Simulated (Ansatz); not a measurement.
Set up this calculation in Ansatz 0.2.0, as the native input.

* Task: relaxation of cell and atoms
* Functional: RPBE
* Potentials or basis: Ansatz PAW
* Cutoff: 420 eV (not typed: the program's choice for these potentials)
* k mesh: 10 × 10 × 8
* Occupations: fermi-dirac, width 0.05 eV
* Spin: no spin polarisation

The system is TiB2.

```
Ti B
1.0
     3.02920    0.00000    0.00000
    -1.51460    2.62336    0.00000
     0.00000    0.00000    3.22840
Ti B
1 2
Direct
  0.00000 0.00000 0.00000
  0.66667 0.33333 0.50000
  0.33333 0.66667 0.50000
```

The input as run:

input.yaml

```yaml
crystal:
  lattice:
    - [3.0292, 0.0, 0.0]
    - [-1.5146, 2.6233641531, 0.0]
    - [0.0, 0.0, 3.2284]
  atoms:
    - { symbol: Ti, position: [0.0, 0.0, 0.0] }
    - { symbol: B, position: [0.6666666667, 0.3333333333, 0.5] }
    - { symbol: B, position: [0.3333333333, 0.6666666667, 0.5] }
hamiltonian:
  xc: rpbe
  pseudopotentials: { kind: paw }
kpoints:
  mp_grid: { grid: [10, 10, 8] }
scf:
  occupations: { method: fermi_dirac, width: 0.05 }
output:
  forces: true
  stress: true
  write_density: true
  write_potential: true
  elf: true
  volumetric_format: npy
relax:
  f_tol: 0.01
  max_steps: 40
  cell: { stress_tol: 0.05 }
```

Potentials or basis: Ansatz PAW.

Launch:

```sh
$ ansatz run input.yaml --threads 2 --pin off --max-ram 5632MiB --backend cpu --events-out ev --progress --plain --runs-dir out
```

Results of the run:

* Relaxed volume: 8.72 Å³/atom
* Relaxed cell: a = 3.048 Å, b = 3.048 Å, c = 3.251 Å, α = 90.00°, β = 90.00°, γ = 120.00°
* Space group after relaxing (to 0.05 Å): P6/mmm (No. 191)
* Energy gained by relaxing: 2.5 meV/atom
* Ionic steps: 5
* Pressure after relaxing: 0.0 GPa
* Band gap on the k mesh: none (metal or under the smearing width)

Caveat: the plane-wave basis is chosen anew once the cell has moved, so the energies of steps on either side of that aren't comparable; the PAW data sets come from PBE, with cores solved anew for the run's functional, which leaves a small shift of forces and pressure.

Run time: 2.9 s on 2 threads of Intel(R) Xeon(R) Platinum 8488C (Sapphire Rapids), on a shared host, peak memory 0.4 GiB.
